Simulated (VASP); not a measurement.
Write the native input for VASP 6.6.1 that does the following.

```yaml
Task: electrostatic potential
Functional: PBE
Potentials_or_basis: VASP PAW PBE potentials, release 64 (Ti_sv)
Cutoff: 520 eV
k_mesh: 16 × 16 × 10
Occupations: methfessel-paxton, width 0.1 eV
Spin: no spin polarisation
Further_INCAR_settings: ALGO = Normal; EDIFF = 1e-06
```

The structure of Ti lies in POSCAR:

```
Ti                                      
1.0
    2.9377315833      0.0000000000      0.0000000000
   -1.4688657917      2.5441501797     -0.0000000000
    0.0000000000      0.0000000000      4.6413806705
  Ti            
     2
Direct
     0.3333333300000021    0.6666666699999979    0.2500000000000000
     0.6666666699999979    0.3333333300000021    0.7500000000000000
```

The cell was built by a generator and needn't be a form met in nature.

One way to write it, as run:

INCAR

```
ALGO = Normal ; EDIFF = 1E-6
ENCUT = 520 ; GGA = PE
ISIF = 2 ; ISMEAR = 1
LASPH = T ; LCHARG = T
LREAL = F ; LVHAR = T
LWAVE = F ; NELM = 60
PREC = Accurate ; SIGMA = 0.1
```

KPOINTS

```
k-points
0
Gamma
  16 16 10
```

Potentials or basis: VASP PAW PBE potentials, release 64 (Ti_sv).

Command:

```bash
$ cat potpaw_PBE.64/Ti_sv/POTCAR > POTCAR
$ mpirun -np 1 vasp_std > vasp.out
```

It gave:

| Property | Result |
| --- | --- |
| Pressure | 0.0 GPa |
| Band gap on the k mesh | none (metal or under the smearing width) |

Wall time 32 s on 1 thread of Intel(R) Xeon(R) 6975P-C (Granite Rapids), with other jobs on the host, peak memory 0.21 GiB.
